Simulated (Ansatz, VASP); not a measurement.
Sc: VASP beside Ansatz

```
Sc
1.0
     0.00000    2.07897    2.07897
     2.07897    0.00000    2.07897
     2.07897    2.07897    0.00000
Sc
1
Direct
  0.00000 0.00000 0.00000
```

Change from the starting cell: volume scaled by 0.8, PAW files.

Alike in both runs: task single point; functional LDA; k mesh 15 × 15 × 15; occupations fermi-dirac, width 0.1 eV; no spin polarisation.

|  | VASP | Ansatz |
| --- | --- | --- |
| version | VASP 6.6.1 | Ansatz 0.2.0 |
| potentials or method | VASP PAW LDA potentials, release 64 (Sc_sv) | PAW with Ansatz's default frozen-core files, scalar-relativistic |
| plane-wave cutoff (eV) | 520 | 420 |
| valence electrons in the cell | 11 | 11 |

|  | VASP | Ansatz | Ansatz less VASP |
| --- | --- | --- | --- |
| pressure (GPa) | 18.3 | 18.1 | -0.23 |

Caveats: so large a pressure means that the cell lies far from this level's equilibrium, or that cutoff or potentials fall short (VASP).
